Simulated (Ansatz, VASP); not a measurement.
**CdS (Hawleyite) in two plane-wave programs**

Wanted: the spread between two codes on one cell, functional and k mesh.

Main program and level: Ansatz 0.2.0; plane waves, with VASP 6.6.1 beside it; relaxation of cell and atoms at r2SCAN with rVV10.

## (1) The starting structure

It takes space group F-43m (No. 216, cubic). Conventional cell: a = 5.833 Å, b = 5.833 Å, c = 5.833 Å, α = 90.00°, β = 90.00°, γ = 90.00°. Nearest to Cd lie 4 S at 2.53 Å. S has 4 Cd at 2.53 Å nearest. Farther neighbours and most contacts between anions are not listed.

Coordinates:

```xyz
2
Lattice="0.0000 2.9165 2.9165 2.9165 0.0000 2.9165 2.9165 2.9165 0.0000" Properties=species:S:1:pos:R:3 pbc="T T T"
Cd    0.0000    0.0000    0.0000
S     1.4583    1.4583    1.4583
```

## (2) VASP: relaxation of cell and atoms, r2SCAN with rVV10

The relaxed volume is the usual yardstick between codes: its relative difference is about their pressure difference at one cell divided by the bulk modulus.

Lines of VASP's logs that name or quote its potential files are left out, and so is its time.

INCAR reads:

```
SYSTEM = CdS
PREC = Accurate
ENCUT = 520
EDIFF = 1E-06
NELM = 100
ISMEAR = -1
SIGMA = 0.05
LREAL = .FALSE.
ALGO = Normal
METAGGA = R2SCAN
LUSE_VDW = .TRUE.
IVDW_NL = 2
BPARAM = 11.95
CPARAM = 0.0093
LASPH = .TRUE.
NBANDS = 15
LORBIT = 11
LWAVE = .FALSE.
LCHARG = .FALSE.
KPAR = 2
IBRION = 2
NSW = 60
ISIF = 3
EDIFFG = -0.01
```

POSCAR reads:

```
CdS
1.0
    0.0000000000      2.9165000000      2.9165000000
    2.9165000000      0.0000000000      2.9165000000
    2.9165000000      2.9165000000      0.0000000000
Cd S
1 1
Direct
    0.0000000000      0.0000000000      0.0000000000
    0.2500000000      0.2500000000      0.2500000000
```

KPOINTS reads:

```
Automatic mesh
0
Gamma
8 8 8
0 0 0
```

The projector-augmented-wave data sets are Cd and S (PBE family, release 64).

The run is started by

```console
$ mpirun -np 2 vasp_std
```

Numbers of over 12 decimals in the logs are rounded to 6 here.

What it wrote:

```text
[banner, memory and clock lines left out]
running    2 mpi-ranks, on    1 nodes
 distrk:  each k-point on    1 cores,    2 groups
 distr:  one band on    1 cores,    1 groups

 POSCAR found type information on POSCAR CdS
 POSCAR found :  2 types and       2 ions
|                                                                             |
|               ----> ADVICE to this user running VASP <----                  |
|                                                                             |
|     You have switched on vdW-DFT.                                           |
|     This routine was written and supplied by Jiri Klimes. We recommend      |
|     that you carefully read and cite the following publications:            |
|       J. Klimes, D.R. Bowler, A. Michelides                                 |
|          J. Phys.: Cond Matt. 22 022201 (2010)                              |
|       J. Klimes, D.R. Bowler, A. Michelides                                 |
|          Phys. Rev. B. 83, 195131 (2011)                                    |
|     and references therein.                                                 |
|                                                                             |

|                                                                             |
|               ----> ADVICE to this user running VASP <----                  |
|                                                                             |
|     You enforced a specific xc type in the INCAR file but a different       |
|     [... a line on the potential file left out ...]
|     I HOPE YOU KNOW WHAT YOU ARE DOING!                                     |
|                                                                             |

 LDA part: xc-table for (None), standard interpolation
 POSCAR, INCAR and KPOINTS ok, starting setup
 FFT: planning ... GRIDC
 FFT: planning ... GRID_SOFT
 FFT: planning ... GRID
 WAVECAR not read
 entering main loop
       N       E                     dE             d eps       ncg     rms          rms(c)
Total rVV10 correction in eV:      0.5402182    21.2078077
Total rVV10 correction in eV:      0.5402182    21.2078077
DAV:   1     0.823004088426E+02    0.82300E+02   -0.92426E+03   894   0.111E+03
DAV:   2    -0.298583004902E+02   -0.11216E+03   -0.10594E+03  1045   0.269E+02
DAV:   3    -0.342737165606E+02   -0.44154E+01   -0.44046E+01  1080   0.558E+01
DAV:   4    -0.343004615245E+02   -0.26745E-01   -0.26742E-01  1080   0.435E+00
DAV:   5    -0.343008174237E+02   -0.35590E-03   -0.35589E-03  1059   0.472E-01    0.786E+00
Total rVV10 correction in eV:      0.5466791    21.2078081
Total rVV10 correction in eV:      0.5466791    21.2078081
DAV:   6    -0.291309694346E+02    0.51698E+01   -0.33095E+00   877   0.284E+01    0.902E+00
Total rVV10 correction in eV:      0.5519395    21.2078081
Total rVV10 correction in eV:      0.5519395    21.2078081
DAV:   7    -0.290997388896E+02    0.31231E-01   -0.30475E-01  1003   0.591E+00    0.552E+00
Total rVV10 correction in eV:      0.5584161    21.2078081
Total rVV10 correction in eV:      0.5584161    21.2078081
DAV:   8    -0.291126121270E+02   -0.12873E-01   -0.60657E-02   975   0.293E+00    0.122E+00
Total rVV10 correction in eV:      0.5609405    21.2078081
Total rVV10 correction in eV:      0.5609405    21.2078081
DAV:   9    -0.291160357887E+02   -0.34237E-02   -0.56063E-03  1080   0.692E-01    0.180E-01
Total rVV10 correction in eV:      0.5607684    21.2078081
Total rVV10 correction in eV:      0.5607684    21.2078081
DAV:  10    -0.291161380518E+02   -0.10226E-03   -0.21921E-03  1017   0.507E-01    0.153E-01
Total rVV10 correction in eV:      0.5609132    21.2078081
Total rVV10 correction in eV:      0.5609132    21.2078081
DAV:  11    -0.291161032622E+02    0.34790E-04   -0.13532E-04  1115   0.183E-01    0.885E-02
Total rVV10 correction in eV:      0.5611835    21.2078081
Total rVV10 correction in eV:      0.5611835    21.2078081
DAV:  12    -0.291160876393E+02    0.15623E-04   -0.13955E-04   982   0.142E-01    0.270E-02
Total rVV10 correction in eV:      0.5611860    21.2078081
Total rVV10 correction in eV:      0.5611860    21.2078081
DAV:  13    -0.291160868838E+02    0.75551E-06   -0.30068E-06  1059   0.247E-02
Total rVV10 correction in eV:      0.5611686    21.2078081
Total rVV10 correction in eV:      0.5611686    21.2078081
Total rVV10 correction in eV:      0.5611804    21.2078081
Total rVV10 correction in eV:      0.5611804    21.2078081
   1 F= -.29116087E+02 E0= -.29116087E+02  d E =-.291161E+02
 curvature:   0.00 expect dE= 0.000E+00 dE for cont linesearch  0.000E+00
 trial: gam= 0.00000 g(F)=  0.395E-45 g(S)=  0.653E-02 ort = 0.000E+00 (trialstep = 0.100E+01)
 search vector abs. value=  0.653E-02
 bond charge predicted
       N       E                     dE             d eps       ncg     rms          rms(c)
Total rVV10 correction in eV:      0.5607581    21.2078081
Total rVV10 correction in eV:      0.5607581    21.2078081
DAV:   1    -0.291915586060E+02   -0.75471E-01   -0.15052E+00   905   0.157E+01    0.225E+00
Total rVV10 correction in eV:      0.5644153    21.2078082
Total rVV10 correction in eV:      0.5644153    21.2078082
DAV:   2    -0.291248435515E+02    0.66715E-01   -0.14798E-01   905   0.581E+00    0.818E-01
Total rVV10 correction in eV:      0.5658612    21.2078082
Total rVV10 correction in eV:      0.5658612    21.2078082
DAV:   3    -0.291189178469E+02    0.59257E-02   -0.14941E-02  1052   0.154E+00    0.709E-01
Total rVV10 correction in eV:      0.5664593    21.2078082
Total rVV10 correction in eV:      0.5664593    21.2078082
DAV:   4    -0.291180085055E+02    0.90934E-03   -0.14772E-03  1101   0.318E-01    0.155E-01
Total rVV10 correction in eV:      0.5665095    21.2078082
Total rVV10 correction in eV:      0.5665095    21.2078082
DAV:   5    -0.291179798676E+02    0.28638E-04   -0.81072E-05  1058   0.113E-01    0.595E-02
Total rVV10 correction in eV:      0.5665281    21.2078082
Total rVV10 correction in eV:      0.5665281    21.2078082
DAV:   6    -0.291179843497E+02   -0.44820E-05   -0.30657E-05   982   0.479E-02    0.191E-02
Total rVV10 correction in eV:      0.5665598    21.2078082
Total rVV10 correction in eV:      0.5665598    21.2078082
DAV:   7    -0.291179861459E+02   -0.17963E-05   -0.16720E-06   857   0.126E-02    0.452E-03
Total rVV10 correction in eV:      0.5665682    21.2078082
Total rVV10 correction in eV:      0.5665682    21.2078082
DAV:   8    -0.291179867107E+02   -0.56480E-06   -0.22858E-07   568   0.396E-03
Total rVV10 correction in eV:      0.5665729    21.2078082
Total rVV10 correction in eV:      0.5665729    21.2078082
Total rVV10 correction in eV:      0.5665725    21.2078082
Total rVV10 correction in eV:      0.5665725    21.2078082
   2 F= -.29117987E+02 E0= -.29117987E+02  d E =-.189983E-02
 trial-energy change:   -0.001900  1 .order   -0.001896   -0.006534    0.002742
 step:   0.7044(harm=  0.7044)  dis= 0.00000  next Energy=   -29.118388 (dE=-0.230E-02)
 bond charge predicted
       N       E                     dE             d eps       ncg     rms          rms(c)
Total rVV10 correction in eV:      0.5666984    21.2078082
Total rVV10 correction in eV:      0.5666984    21.2078082
DAV:   1    -0.291248960738E+02   -0.69099E-02   -0.13059E-01   919   0.455E+00    0.634E-01
Total rVV10 correction in eV:      0.5655871    21.2078082
Total rVV10 correction in eV:      0.5655871    21.2078082
DAV:   2    -0.291189418445E+02    0.59542E-02   -0.13436E-02   919   0.178E+00    0.228E-01
Total rVV10 correction in eV:      0.5651570    21.2078082
Total rVV10 correction in eV:      0.5651570    21.2078082
DAV:   3    -0.291184495348E+02    0.49231E-03   -0.13239E-03  1045   0.447E-01    0.194E-01
Total rVV10 correction in eV:      0.5650132    21.2078082
Total rVV10 correction in eV:      0.5650132    21.2078082
DAV:   4    -0.291183987986E+02    0.50736E-04   -0.12044E-04  1108   0.956E-02    0.429E-02
Total rVV10 correction in eV:      0.5650041    21.2078082
Total rVV10 correction in eV:      0.5650041    21.2078082
DAV:   5    -0.291183995854E+02   -0.78685E-06   -0.72876E-06  1012   0.372E-02
Total rVV10 correction in eV:      0.5649914    21.2078082
Total rVV10 correction in eV:      0.5649914    21.2078082
Total rVV10 correction in eV:      0.5649999    21.2078082
Total rVV10 correction in eV:      0.5649999    21.2078082
   3 F= -.29118400E+02 E0= -.29118400E+02  d E =-.231270E-02
 curvature:  -0.35 expect dE=-0.322E-07 dE for cont linesearch -0.322E-07
 trial: gam=-0.00373 g(F)=  0.673E-45 g(S)=  0.915E-07 ort = 0.245E-04 (trialstep = 0.941E+00)
 search vector abs. value=  0.101E-09
 reached required accuracy - stopping structural energy minimisation
```

From OUTCAR (step 2):

```text
ion  position               nearest neighbor table
   1  0.000  0.000  0.000-   2 2.53   2 2.53   2 2.53   2 2.53
   2  0.250  0.250  0.250-   1 2.53   1 2.53   1 2.53   1 2.53

  LATTYP: Found a face centered cubic cell.
 ALAT       =     5.8330000000

 Subroutine GETGRP returns: Found 24 space group operations
 (whereof 24 operations were pure point group operations)

The static configuration has the point symmetry T_d .

 Found     29 irreducible k-points:

   k-points           NKPTS =     29   k-points in BZ     NKDIM =     29   number of bands    NBANDS=     15

   dimension x,y,z NGX =    32 NGY =   32 NGZ =   32
   dimension x,y,z NGXF=    64 NGYF=   64 NGZF=   64

   ENCUT  =  520.0 eV  38.22 Ry    6.18 a.u.   7.67  7.67  7.67*2*pi/ulx,y,z

   NELECT =      18.0000    total number of electrons

 k-points in reciprocal lattice and weights: Automatic mesh
   0.00000000  0.00000000  0.00000000       0.002
   0.12500000  0.00000000  0.00000000       0.016
   0.25000000  0.00000000  0.00000000       0.016
   0.37500000  0.00000000  0.00000000       0.016
   0.50000000  0.00000000  0.00000000       0.008
   0.12500000  0.12500000  0.00000000       0.012
   0.25000000  0.12500000  0.00000000       0.047
   0.37500000  0.12500000  0.00000000       0.047
   0.50000000  0.12500000  0.00000000       0.047
[...]
-0.37500000  0.50000000  0.12500000       0.023
  -0.25000000  0.50000000  0.25000000       0.012

 average (electrostatic) potential at core
       1 -44.9064       2 -92.3167

 E-fermi :   1.6951

 k-point     1 :       0.0000    0.0000    0.0000
  band No.  band energies     occupation
    ...
      5      -6.4986      2.00000
      6      -6.4986      2.00000
      7       0.9064      2.00000
      8       0.9064      2.00000
      9       0.9064      2.00000
     10       2.4050      0.00000
     11       7.9589      0.00000
     12       7.9589      0.00000
     13       7.9589      0.00000
     14      12.6710      0.00000
    ...

 k-point     2 :       0.1250    0.0000    0.0000
  band No.  band energies     occupation
    ...
      5      -6.4995      2.00000
      6      -6.4995      2.00000
      7      -0.0756      2.00000
      8       0.7856      2.00000
      9       0.7856      2.00000
     10       3.2132      0.00000
     11       7.6484      0.00000
     12       8.1611      0.00000
     13       8.1611      0.00000
     14      12.2241      0.00000
    ...

 k-point     3 :       0.2500    0.0000    0.0000
  band No.  band energies     occupation
    ...
      5      -6.4942      2.00000
      6      -6.4942      2.00000
      7      -1.5647      2.00000
      8       0.5125      2.00000
      9       0.5125      2.00000
     10       4.0587      0.00000
     11       7.5802      0.00000
     12       8.4511      0.00000
     13       8.4511      0.00000
     14      11.9885      0.00000
    ...

  Total        0.0011247      0.0011247      0.0011247      0.0000000      0.0000000      0.0000000
  in kB        0.0357674      0.0357674      0.0357674      0.0000000      0.0000000      0.0000000
  external PRESSURE =       0.0357674 kB  Pullay stress =       0.0000000 kB

  energy-cutoff  :      520.00
  volume of cell :       50.38
      direct lattice vectors                 reciprocal lattice vectors
     0.000000000  2.931389701  2.931389701    -0.170567564  0.170567564  0.170567564
     2.931389701  0.000000000  2.931389701     0.170567564 -0.170567564  0.170567564
     2.931389701  2.931389701  0.000000000     0.170567564  0.170567564 -0.170567564

 POSITION                                       TOTAL-FORCE (eV/Angst)
 -----------------------------------------------------------------------------------
      0.00000      0.00000      0.00000         0.000000     -0.000000      0.000000
      1.46569      1.46569      1.46569        -0.000000      0.000000     -0.000000
 -----------------------------------------------------------------------------------
    total drift:                               -0.000005     -0.000005     -0.000005

  FREE ENERGIE OF THE ION-ELECTRON SYSTEM (eV)
  ---------------------------------------------------
  free  energy   TOTEN  =       -29.1183995854 eV

  energy  without entropy=      -29.1183995811  energy(sigma->0) =      -29.11839958

 reached required accuracy - stopping structural energy minimisation

 total charge
# of ion       s       p       d       tot
------------------------------------------
    1        0.403   0.312   9.578  10.294
    2        1.311   2.420   0.000   3.731
--------------------------------------------------
tot          1.714   2.732   9.578  14.024

[... 3 further parts left out ...]
```

CONTCAR:

```
CdS
   1.00000000000000
     0.0000000000000000    2.9313897014710886    2.9313897014710886
     2.9313897014710886    0.0000000000000000    2.9313897014710886
     2.9313897014710886    2.9313897014710886    0.0000000000000000
  Cd              S
     1     1
Direct
     0.0000000000000000    0.0000000000000000    0.0000000000000000
     0.2500000000000000    0.2500000000000000    0.2500000000000000
```

[end of part 1 of 2]

[Lines on the potential files, build, host, timing and source positions are cut from VASP's logs without a mark.]

[Logs are printed without paths, hosts, clocks, repeated set-up lines and the standing remarks that a program may print on its own settings, such as how far it seeks lower states.]

[Hosts, paths, dates, database ids (printed as entryN), source tags and the programs' standing remarks are cut or masked in the printed files.]
